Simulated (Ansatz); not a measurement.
Space group F-43m (No. 216). a = 6.653 Å, b = 6.653 Å, c = 6.653 Å, α = 90.00°, β = 90.00°, γ = 90.00°
```
atom site symmetry x y z
  Hg    4a      -43m  0.0000  0.0000  0.0000
  Te    4d      -43m  0.2500  0.2500  0.7500
```

Equation of state of this HgTe structure (not necessarily the ground state), with shape and atoms relaxed at each volume where symmetry leaves them free. It has no gap at any of these volumes. Level of theory: DFT PBE, scalar-relativistic, plane waves, PAW in Ansatz.

Cutoff 420 eV; k points 12×12×12 on the computed 2-atom cell (Γ-centred); Gaussian smearing, width 0.10 eV; no spin polarisation.

```
V (Å³/atom) E − E(largest V) (meV/atom) P (GPa)
     32.390                        39.48     6.02
     33.494                         4.93     4.06
     34.598                       -17.32     2.44
     35.702                       -29.33     1.09
     36.807                       -32.85    -0.03
     37.911                       -29.31    -0.97
     39.015                       -19.92    -1.74
     40.487                         0.00    -2.56
```

Q: Fit a third-order Birch–Murnaghan equation to E(V).

A: V0 = 36.77 Å³/atom, B0 = 34 GPa, B0' = 5.2.

Spin-orbit coupling is left out, which matters for the bands of heavy elements.